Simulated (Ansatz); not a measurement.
**From the elastic tensor of Al at 7 GPa (stress–strain coefficients) to moduli and sound speeds**

These are results of DFT PBE+D3(BJ), scalar-relativistic, plane waves, PAW in Ansatz 0.2.0, not measurements. Plane waves to 420 eV; Γ-centred k mesh 18×18×6; Fermi-Dirac smearing of 0.15 eV. No spin polarisation.

Symmetry: P6_3/mmc, No. 194, hexagonal system. Conventional cell: a = 2.751 Å, b = 2.751 Å, c = 9.028 Å, α = 90.00°, β = 90.00°, γ = 120.00°. Al (site symmetry -3m) has 12 Al at 2.75 to 2.76 Å as nearest neighbours. Al (site symmetry -6m2) is surrounded by 12 Al at 2.75 to 2.76 Å.

In a metal, frequencies and elastic constants depend on the k mesh and the smearing, soft modes and shear constants most. Other phases may be more stable at this pressure.

Relaxed-ion constants (GPa, on the Cartesian axes of the calculation):
C11 = 190.9, C12 = 88.1, C13 = 69.1, C22 = 190.9, C23 = 69.1, C33 = 203.0, C44 = 41.8, C55 = 41.8, C66 = 51.4 GPa; the others vanish.

Density 3.029 g/cm³; 4 atoms in 59.17 Å³.

The values that follow are for a polycrystal of randomly turned grains, by Hill's mean where one number stands.

With S = C⁻¹: B_V = (C11+C22+C33+2(C12+C13+C23))/9, G_V = (C11+C22+C33−C12−C13−C23+3(C44+C55+C66))/15, 1/B_R = S11+S22+S33+2(S12+S13+S23), 15/G_R = 4(S11+S22+S33−S12−S13−S23)+3(S44+S55+S66); Hill is their mean. Then v_l = √((B+4G/3)/ρ), v_t = √(G/ρ), v_m = [(2/v_t³+1/v_l³)/3]^(−1/3) and Θ = (ħ/k_B)·v_m·(6π²n/V)^(1/3) for n atoms in the volume V; E = 9BG/(3B+G), ν = (3B−2G)/(2(3B+G)) and A^U = 5G_V/G_R + B_V/B_R − 6.

- Bulk modulus, Voigt / Reuss / Hill: 115.2 / 115.2 / 115.2 GPa
- Shear modulus, Voigt / Reuss / Hill: 50.9 / 49.3 / 50.1 GPa
- Young's modulus: 131 GPa
- Poisson ratio: 0.310
- Pugh ratio B/G: 2.30
- Universal anisotropy index: 0.16
- Longitudinal and transverse sound speeds: 7751 and 4066 m/s
- Debye temperature from the mean sound speed: 552 K

This form isn't the element's structure at ambient conditions.

Cost: 1 run of about 4.1 core-minutes, on Intel Xeon Platinum 8259CL (Skylake/Cascade Lake) (shared hosts).

The close-packed hexagonal stacking is elastically almost isotropic: the Voigt and Reuss bulk moduli coincide at 115.2 GPa, so hydrostatic load compresses the layers and their spacing nearly equally. This fits the weakly directional bonding of a nearly-free-electron sp metal. The remaining anisotropy lies mostly in shear, with basal planes gliding over one another more easily (C44 = 41.8 GPa) than they distort in plane (C66 = 51.4 GPa). Rotating the cubic tensor of ordinary fcc aluminium onto hexagonal axes gives the same order, so it needs no special effect of the stacking. C12 and C13 exceed C66 and C44 respectively, as expected where volume-dependent electron-gas energy adds to central pair forces. The density of 3.029 g/cm³ is somewhat high for aluminium at this pressure, possibly because the pairwise dispersion term overbinds a metal with strong electronic screening, which would also stiffen the lattice. The tensor meets the elastic stability criteria for homogeneous strain, but says nothing about short-wavelength phonons.
